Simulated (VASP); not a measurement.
# InP (rocksalt): one r²SCAN single-point calculation in two programs

```
In P
1.0
     0.00000    2.74536    2.74536
     2.74536    0.00000    2.74536
     2.74536    2.74536    0.00000
In P
1 1
Cartesian
  0.0000 0.0000 0.0000
  2.7454 2.7454 2.7454
```

Datasets and cutoffs are each program's own. VASP's cell holds 18 valence electrons and Ansatz's 18. Ansatz's stress includes a Pulay correction; VASP's doesn't.

Cutoffs: 520 eV in VASP, 500 eV in Ansatz. k meshes: 8×8×8 and 8×8×8.

```json
{"": "gap between bands v and c", "VASP": "-2.64 eV (bands overlap: a metal)", "Ansatz": "-2.64 eV (bands overlap: a metal)"}
{"": "least direct gap", "VASP": "0.20 eV", "Ansatz": "0.20 eV"}
{"": "pressure", "VASP": "0.0 GPa", "Ansatz": "0.0 GPa"}
```

Band v is the last that the valence electrons fill when counted band by band, and c is the next. Levels in eV from the top of v, Ansatz:

```tsv
point	v−1	v	c	c+1
Γ	-0.64	-0.64	0.93	7.17
X	-2.84	-2.84	-2.64	3.80
W	-4.46	-4.46	2.38	4.75
K	-4.99	-2.12	0.05	5.55
L	-0.18	-0.18	2.63	3.36
```

VASP:

| point | v−1 | v | c | c+1 |
| --- | --- | --- | --- | --- |
| Γ | -0.65 | -0.65 | 0.93 | 7.20 |
| X | -2.84 | -2.84 | -2.64 | 3.82 |
| W | -4.46 | -4.46 | 2.38 | 4.75 |
| K | -4.99 | -2.12 | 0.05 | 5.57 |
| L | -0.17 | -0.17 | 2.64 | 3.37 |
